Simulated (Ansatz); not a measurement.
The system is CuO.

```
Cu O
1.0
     2.83633    0.00000    0.00000
    -1.41816    2.45633    0.00000
     0.00000    0.00000    2.76811
Cu O
1 1
Direct
  0.00000 0.00000 0.00000
  0.66667 0.33333 0.50000
```

Measurements of this composition are mostly on another form, of space group No. 15.

Base run:

* Program: Ansatz 0.2.0
* Functional: r2SCAN
* Potentials or basis: Ansatz PAW
* Cutoff: 500 eV (not typed: the program's choice for these potentials)
* k mesh: 11 × 11 × 10
* Occupations: fermi-dirac, width 0.05 eV
* Spin: no spin polarisation
* Hubbard terms: Cu d U = 5.3 eV

Its results: band gap on the k mesh none (metal or under the smearing width); pressure -4.3 GPa.

**Question.** The run is repeated on the same cell with these changes: functional from r2SCAN to PBEsol; cutoff from 500 eV (not typed: the program's choice for these potentials) to 420 eV (not typed: the program's choice for these potentials). What comes out?

**Answer.** Band gap on the k mesh none (metal or under the smearing width); pressure -5.8 GPa.

Caveats: an odd number of electrons without spin polarisation forces a metal; a magnetic or distorted state may lie lower; the run has no spin polarisation, though such a crystal can be magnetic; U without spin polarisation on a metal has little footing; the PAW data sets come from PBE, with cores solved anew for the run's functional, which leaves a small shift of forces and pressure.
